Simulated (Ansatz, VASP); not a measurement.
Os: VASP and Ansatz over several settings

```
Os
1.0
     2.75221    0.00000    0.00000
    -1.37610    2.38348    0.00000
     0.00000    0.00000    4.34831
Os
2
Direct
  0.66667 0.33333 0.75000
  0.33333 0.66667 0.25000
```

Change from the starting cell: volume scaled by 1.02.

Single points on this cell with VASP 6.6.1 and Ansatz 0.2.0. Each row is one pair of runs. Alike in all rows: spin: off; k mesh: 11 × 11 × 6; smearing: fermi-dirac, width 0.05 eV; VASP's potentials, cutoff: VASP PAW PBE potentials, release 64 (Os), 520 eV.

| level | Ansatz's potentials, cutoff | gap on the k mesh at the Fermi level (eV), VASP | gap on the k mesh at the Fermi level (eV), Ansatz | pressure (GPa), VASP | pressure (GPa), Ansatz | largest component of the traceless stress (GPa), VASP | largest component of the traceless stress (GPa), Ansatz |
| --- | --- | --- | --- | --- | --- | --- | --- |
| PBE | Ansatz PAW, 420 eV | none | none | 0.4 | 0.5 | 0.20 | 0.09 |
| PBE | Ansatz PAW earlier set, 480 eV | none | none | 0.4 | 0.7 | 0.20 | 0.12 |
| PBE | Ansatz PAW earlier set, 700 eV | none | none | 0.4 | 0.7 | 0.20 | 0.12 |
| PBE | PseudoDojo stringent (PBE files), 1007 eV | none | none | 0.4 | 0.0 | 0.20 | 0.11 |
| PBE | PseudoDojo standard (PBE files), 1007 eV | none | none | 0.4 | 0.0 | 0.20 | 0.11 |

Pressure (GPa): the two programs differ by at most 0.4; largest component of the traceless stress (GPa): the two programs differ by at most 0.109.

A gap of «none» marks a metal or a gap that the smearing closes.
